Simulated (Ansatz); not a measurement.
**NbP: do energies and stresses tell the same story?**

Level of theory: DFT PBE, scalar-relativistic, plane waves, PAW in Ansatz.

Plane waves to 420 eV, a k mesh through Γ of 18×18×18 on the computed 4-atom cell and Gaussian smearing (0.10 eV); no spin polarisation.

Relaxed cell: I4_1md, a = 3.347 Å, b = 3.347 Å, c = 11.428 Å, α = 90.00°, β = 90.00°, γ = 90.00°, 4 atoms in the primitive cell. Whether it is the stable form of this composition wasn't checked.

Energies at zero smearing and pressures from the stress tensor, at volumes with shape and atoms relaxed:
```
V (Å³/atom) E − E(first) (meV/atom) P (GPa)
     15.043                     0.00    13.10
     15.523                   -28.39     6.04
     16.003                   -37.20    -0.01
     16.483                   -29.21    -5.18
     16.963                    -6.88    -9.60
```

Task: Check P = −dE/dV between neighbouring volumes, and get the bulk modulus from the pressures alone.

Result: With 1 eV/Å³ = 160.2 GPa:
```json
{"middle V (Å³/atom)": "15.283", "−ΔE/ΔV (GPa)": "9.476", "mean P (GPa)": "9.567"}
{"middle V (Å³/atom)": "15.763", "−ΔE/ΔV (GPa)": "2.937", "mean P (GPa)": "3.012"}
{"middle V (Å³/atom)": "16.243", "−ΔE/ΔV (GPa)": "-2.664", "mean P (GPa)": "-2.598"}
{"middle V (Å³/atom)": "16.723", "−ΔE/ΔV (GPa)": "-7.453", "mean P (GPa)": "-7.394"}
```

The two differ by 0.09 GPa at most. The mean of two end pressures misses the average over a step by about ΔV² P″/12, up to 0.09 GPa here; with that taken off 0.00 GPa remains. Around V = 16.003 Å³/atom, the two neighbours give B = −V ΔP/ΔV = 16.003 × 11.22 / 0.960 = 187.0 GPa, against B0 = 186.2 GPa from the Birch–Murnaghan fit of the energies.

Energies and stresses describe the same equation of state: the small excess of the mean pressure in every interval comes from the curvature of P(V), not from a conflict between the two. That excess shrinks on expansion, as does the pressure drop per equal volume step, because the lattice stiffens under compression. Overlap repulsion between the ion cores and the filled bonding states rises faster than the attraction from polar Nb d–P p bonding, which also accounts for the sizeable bulk modulus. The slightly higher value from pressures, 187.0 against 186.2 GPa, probably reflects the next order of the same anharmonicity, which a centred difference doesn't remove.

The agreement also suggests that Pulay stress is small and that electronic entropy hardly changes with volume, as expected for a semimetal with few states at the Fermi level. It is a test of internal consistency, however: an error of the functional enters energy and stress alike and would pass unnoticed, so the accuracy of the equilibrium volume and stiffness remains untested.
